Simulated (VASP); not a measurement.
# H3C2 in VASP: a series of runs, part 2 of 3

VASP 6.6.1.

**3. Single point, PBE**

Contents of INCAR:

```
SYSTEM = H3C2
ALGO     = Fast           ! electronic algorithm
EDIFF    = 1E-6           ! SCF threshold, eV
ENCUT    = 520            ! plane-wave cutoff, eV
GGA      = PE             ! functional
ISIF     = 2              ! what is computed and relaxed
ISMEAR   = -1             ! smearing method
LASPH    = .True.         ! aspherical terms in the spheres
LCHARG   = .False.        ! write CHGCAR
LREAL    = .False.        ! projectors in reciprocal space
LWAVE    = .False.        ! write WAVECAR
NBANDS   = 22             ! bands
NELM     = 100            ! most SCF steps
PREC     = Accurate       ! precision mode
SIGMA    = 0.1            ! smearing width, eV
```

Contents of KPOINTS:

```
k-points
0
Gamma
  4 3 3
  0 0 0
```

Contents of POSCAR:

```
H3C2
1.0
    4.1368420000      0.1127960000      0.0118200000
    0.8262500000      4.7985370000     -0.2246160000
   -0.7172870000     -0.1594970000      5.0606330000
C H
4 6
Direct
    0.0214258641      0.9542127999      0.9211595088
    0.5117458102      0.6050771026      0.4401258030
    0.5321393925      0.0874476904      0.2436796470
    0.1528892907      0.4055287717      0.7086410137
    0.8595127984      0.8677206495      0.3621462967
    0.4805754957      0.9725329314      0.7517022188
    0.8424481535      0.3131471654      0.2123177331
    0.1309994380      0.7129563402      0.3325992989
    0.8458877745      0.5246700029      0.8913094239
    0.5419500051      0.3341520932      0.7378883348
```

Potentials or basis: VASP PAW PBE potentials, release 64 (C, H).

Launch:

```
cat potpaw_PBE.64/C/POTCAR potpaw_PBE.64/H/POTCAR > POTCAR
mpirun -np 1 vasp_std > vasp.out
```

OUTCAR:

```text
SYSTEM = H3C2
   EDIFF = 1E-6
   ENCUT = 520
   GGA = PE
   ISIF = 2
   ISMEAR = -1
   LASPH = .True.
   LREAL = .False.
   NELM = 100
   PREC = Accurate

 ion  position               nearest neighbor table
   1  0.021  0.954  0.921-
   2  0.512  0.605  0.440-
   3  0.532  0.087  0.244-
   4  0.153  0.406  0.709-
   5  0.860  0.868  0.362-
   6  0.481  0.973  0.752-
   7  0.842  0.313  0.212-
   8  0.131  0.713  0.333-
   9  0.846  0.525  0.891-
  10  0.542  0.334  0.738-

  LATTYP: Found a triclinic cell.
 ALAT       =     4.1383963540
 B/A-ratio  =     1.3875260840
 C/A-ratio  =     1.2356723188
 COS(alpha) =     0.0146701291
 COS(beta)  =     0.1382385577
 COS(gamma) =     0.5542033808

  Lattice vectors:

 A1 = (   4.1368420000,   0.1127960000,   0.0118200000)
[... 189 lines left out ...]
 E-fermi :  -0.5547     XC(G=0):  -8.6931

 val. band max:       -0.5654883981   @ k =   0.2500   0.3333   0.0000
 cond. band min:      -0.5361511602   @ k =  -0.2500  -0.0000   0.3333
 fundamental gap:      0.0293372379
 Fermi energy:        -0.5546725693

 k-point     1 :       0.0000    0.0000    0.0000
  band No.  band energies     occupation
      1     -12.1140      2.00000
      2      -9.5286      2.00000
      3      -9.1583      2.00000
      4      -7.6493      2.00000
      5      -4.6264      2.00000
      6      -4.1781      2.00000
[... 464 lines left out ...]
     21       5.4856      0.00000
     22       7.8482      0.00000

------------------------ aborting loop because EDIFF is reached ----------------------------------------

  FORCE on cell =-STRESS in cart. coord.  units (eV):
  Direction    XX          YY          ZZ          XY          YZ          ZX
  --------------------------------------------------------------------------------------
  -------------------------------------------------------------------------------------
  Total      -22.6236952    -13.7196189     -8.2533855      2.7407682     -0.6792791      1.1627075
  in kB     -362.8526581   -220.0436371   -132.3728426     43.9581167    -10.8946930     18.6482142
  external PRESSURE =    -238.4230459 kB  Pullay stress =       0.0000000 kB

 VOLUME and BASIS-vectors are now :
 -----------------------------------------------------------------------------
  energy-cutoff  :      520.00
  volume of cell :       99.90
      direct lattice vectors                 reciprocal lattice vectors
     4.136842000  0.112796000  0.011820000     0.242732925 -0.040244590  0.033136226
     0.826250000  4.798537000 -0.224616000    -0.005733063  0.209655282  0.005795152
    -0.717287000 -0.159497000  5.060633000    -0.000821407  0.009399540  0.197783561

 POSITION                                       TOTAL-FORCE (eV/Angst)
 -----------------------------------------------------------------------------------
      0.21632      4.43432      4.44757         0.383278      0.530131      0.339208
      2.30126      2.89101      2.09745        -1.871761      0.353657     -0.357785
      2.09884      0.44078      1.21982         2.408892     -0.308160      0.046595
      0.45925      1.85016      3.49689         0.391790     -0.304701      0.945542
      4.01286      4.20298      1.64794        -0.924258      0.647014     -0.950686
      2.25243      4.60105      3.59132        -0.116850     -0.056847      0.188836
      3.59152      1.56381      1.01408        -1.557319     -0.931703      0.019027
      0.89243      3.38288      1.52457         1.425654     -0.178897      0.839859
      3.29349      2.47090      4.40274         2.237729     -0.542603     -1.076310
      1.98878      1.54688      3.66553        -2.377154      0.792107      0.005715
 -----------------------------------------------------------------------------------
    total drift:                                0.000164      0.000131      0.000149

  FREE ENERGIE OF THE ION-ELECTRON SYSTEM (eV)
  ---------------------------------------------------
  free  energy   TOTEN  =       -29.7768999650 eV

  energy  without entropy=      -29.6393571988  energy(sigma->0) =      -29.70812858
```

OSZICAR:

```text
N       E                     dE             d eps       ncg     rms          rms(c)
DAV:   1     0.324635608446E+02    0.32464E+02   -0.87966E+03   836   0.828E+02
DAV:   2    -0.259668306772E+02   -0.58430E+02   -0.55382E+02  1106   0.134E+02
DAV:   3    -0.299931697123E+02   -0.40263E+01   -0.39258E+01   980   0.303E+01
DAV:   4    -0.300527467726E+02   -0.59577E-01   -0.59492E-01   974   0.426E+00
DAV:   5    -0.300534253286E+02   -0.67856E-03   -0.67854E-03   988   0.438E-01    0.404E+00
RMM:   6    -0.302435404965E+02   -0.19012E+00   -0.57261E-01   851   0.272E+00    0.515E+00
RMM:   7    -0.297981688941E+02    0.44537E+00   -0.16203E-01   836   0.151E+00    0.158E+00
RMM:   8    -0.297897917135E+02    0.83772E-02   -0.44907E-02   865   0.103E+00    0.883E-01
RMM:   9    -0.297766514549E+02    0.13140E-01   -0.11733E-02   880   0.567E-01    0.282E-01
RMM:  10    -0.297769744642E+02   -0.32301E-03   -0.26237E-03   916   0.315E-01    0.148E-01
RMM:  11    -0.297767991057E+02    0.17536E-03   -0.53251E-04   953   0.135E-01    0.754E-02
RMM:  12    -0.297768703369E+02   -0.71231E-04   -0.14471E-04   908   0.732E-02    0.363E-02
RMM:  13    -0.297768949099E+02   -0.24573E-04   -0.41458E-05   925   0.395E-02    0.117E-02
RMM:  14    -0.297768994719E+02   -0.45620E-05   -0.90847E-06   976   0.178E-02    0.325E-03
RMM:  15    -0.297768999650E+02   -0.49317E-06   -0.17983E-06   649   0.743E-03
   1 F= -.29776900E+02 E0= -.29708129E+02  d E =-.137543E+00
```

stdout:

```text
POSCAR found type information on POSCAR C H
 POSCAR found :  2 types and      10 ions
 scaLAPACK will be used
 LDA part: xc-table for (Slater+PW92), standard interpolation
 POSCAR, INCAR and KPOINTS ok, starting setup
 FFT: planning ... GRIDC
 FFT: planning ... GRID_SOFT
 FFT: planning ... GRID
 WAVECAR not read
 entering main loop
```

Run time: 35 s. Hardware: 1 thread of Intel Xeon Platinum 8259CL at 2.50GHz (Skylake/Cascade Lake), shared host; peak memory 0.2 GiB.

What came out:

```yaml
Free_energy: -29.7769 eV
Pressure: -23.8 GPa
Largest_force: 2.542 eV/Å
Band_gap_on_the_k_mesh: none (metal or under the smearing width)
```

Forces on the atoms (eV/Å):
```
C    0.383  0.530  0.339
C   -1.872  0.354 -0.358
C    2.409 -0.308  0.047
C    0.392 -0.305  0.946
H   -0.924  0.647 -0.951
H   -0.117 -0.057  0.189
H   -1.557 -0.932  0.019
H    1.426 -0.179  0.840
H    2.238 -0.543 -1.076
H   -2.377  0.792  0.006
```

Stress tensor (GPa, compression positive):
```
-36.29   4.40   1.86
  4.40 -22.00  -1.09
  1.86  -1.09 -13.24
```

Caveat: the k mesh is coarse (spacing up to 0.44 Å⁻¹), so the values aren't converged; so large a pressure means that the cell lies far from this level's equilibrium, or that cutoff or potentials fall short.

**4. Single point, PBE**

Contents of INCAR:

```
  PREC = Accurate
  ENCUT = 520
  EDIFF = 1E-7
  ISMEAR = -1
  SIGMA = 0.1
  LREAL = F
  LASPH = T
  NELM = 60
  ALGO = Normal
  ISIF = 2
  LWAVE = F
  LCHARG = T
  GGA = PE
  LELF = T
  LVHAR = T
  NBANDS = 22
```

Contents of KPOINTS:

```
regular mesh
0
Gamma
  4 3 3
```

Contents of POSCAR:

```
H3C2
1.0
    4.1368420000      0.1127960000      0.0118200000
    0.8262500000      4.7985370000     -0.2246160000
   -0.7172870000     -0.1594970000      5.0606330000
C H
4 6
Direct
    0.0293563286      0.9491171981      0.9168653243
    0.4945509945      0.6071700403      0.4397717663
    0.5412796487      0.0928578719      0.2487389301
    0.1613323635      0.4045335108      0.7156414525
    0.7861551605      0.8589887606      0.2683781388
    0.4714453902      0.9760936378      0.7646262363
    0.7642405758      0.2932832705      0.1963479255
    0.2119084182      0.7310313837      0.4009264430
    0.9430903683      0.4802051439      0.8320969789
    0.4254082714      0.3687499509      0.7372717629
```

Launch:

```
cat potpaw_PBE.64/C/POTCAR potpaw_PBE.64/H/POTCAR > POTCAR
mpirun -np 1 vasp_std > vasp.out
```

It took 43 s on 1 thread of Intel Xeon Platinum 8259CL at 2.50GHz (Skylake/Cascade Lake), shared host; peak memory 0.2 GiB.

The run converged. Its results:

```yaml
Free_energy: -35.1021 eV
Pressure: -16.0 GPa
Largest_force: 3.377 eV/Å
Band_gap_on_the_k_mesh: none (metal or under the smearing width)
```

Forces in eV/Å, atoms in the order of the input:
```
C    1.426  0.460  0.070
C   -2.071  1.025  0.498
C    3.076 -0.405 -1.332
C   -1.122  0.125  0.247
H   -1.765  2.248 -0.161
H   -0.518 -0.383  0.260
H   -2.284 -2.048  0.412
H    1.417 -0.864 -0.170
H    1.123 -0.030 -0.738
H    0.717 -0.130  0.916
```

Stress tensor (GPa, compression positive):
```
-21.37  -0.98   4.81
 -0.98 -18.88  -1.92
  4.81  -1.92  -7.69
```

Levels at points of the mesh, in eV from the Fermi level:
```csv
k point,band 9,band 10,band 11,band 12,band 13,band 14
"(0.00, 0.00, 0.00)",-1.52,-1.16,-0.78,0.18,0.61,1.07
"(0.50, 0.00, 0.00)",-2.18,-1.18,-0.55,0.36,0.56,1.33
```

Caveat: the k mesh is coarse (spacing up to 0.44 Å⁻¹), so the values aren't converged; so large a pressure means that the cell lies far from this level's equilibrium, or that cutoff or potentials fall short.

(Part 2 of 3 ends here.)
